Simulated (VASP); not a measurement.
The input files of a VASP run:

INCAR:
```
SYSTEM = CaF2
PREC = Accurate
ENCUT = 520
EDIFF = 1E-6
NELM = 100
ALGO = Normal
LREAL = .FALSE.
LASPH = .TRUE.
ISMEAR = 0
SIGMA = 0.05
GGA = PE
LWAVE = .FALSE.
LCHARG = .FALSE.
ISIF = 2
ISPIN = 2
MAGMOM = 1.0 1.0 1.0 1.0 1.0
```

### KPOINTS
```
Automatic mesh
0
Gamma
5 5 5
0 0 0
```

### POSCAR
```
CaF2
1
    0.0000000000     2.7846000000     2.7846000000
    2.7846000000     0.0000000000     2.7846000000
    2.7846000000     2.7846000000     0.0000000000
Ca F
1 2
Direct
  0.0000000000   0.0000000000   0.0000000000
  0.2500000000   0.2500000000   0.2500000000
  0.7500000000   0.7500000000   0.7500000000
```

POTCAR, in this order: Ca_sv F (PBE.64 set). Program: vasp_std.

One choice in this input is risky. Which, and does it do harm here?

The risk: MAGMOM holds more values than there are atoms. Here it does no harm: the run (PBE GGA, plane waves, VASP's PBE PAW potentials (set 64)) converges to the same energy and pressure as with the safe setting.
### OSZICAR
```
       N       E                     dE             d eps       ncg     rms          rms(c)
DAV:   1     0.222285742303E+03    0.22229E+03   -0.13190E+04   720   0.131E+03
DAV:   2    -0.701282240529E+01   -0.22930E+03   -0.22549E+03   908   0.365E+02
DAV:   3    -0.173082617299E+02   -0.10295E+02   -0.10268E+02   810   0.828E+01
DAV:   4    -0.176515503575E+02   -0.34329E+00   -0.34307E+00  1164   0.118E+01
DAV:   5    -0.176546871280E+02   -0.31368E-02   -0.31367E-02   826   0.122E+00    0.138E+01
DAV:   6    -0.172111748921E+02    0.44351E+00   -0.68183E+00   786   0.171E+01    0.468E+00
DAV:   7    -0.173026196142E+02   -0.91445E-01   -0.27427E-01   794   0.418E+00    0.202E+00
DAV:   8    -0.173156477407E+02   -0.13028E-01   -0.38914E-02   726   0.181E+00    0.912E-01
DAV:   9    -0.173317514665E+02   -0.16104E-01   -0.15071E-02   838   0.114E+00    0.213E-01
DAV:  10    -0.173335573375E+02   -0.18059E-02   -0.15735E-03  1032   0.275E-01    0.113E-01
DAV:  11    -0.173349073390E+02   -0.13500E-02   -0.10702E-03   766   0.206E-01    0.353E-02
DAV:  12    -0.173349579281E+02   -0.50589E-04   -0.82035E-05   896   0.779E-02    0.101E-02
DAV:  13    -0.173349619438E+02   -0.40157E-05   -0.66507E-06   814   0.242E-02    0.432E-03
DAV:  14    -0.173349650285E+02   -0.30847E-05   -0.38817E-06   694   0.149E-02    0.234E-03
DAV:  15    -0.173349654272E+02   -0.39874E-06   -0.84271E-07   704   0.719E-03
   1 F= -.17334965E+02 E0= -.17334965E+02  d E =-.555410E-16  mag=    -0.0000
```

The compound is CaF2 in the fluorite structure. The cell was not relaxed at this level.
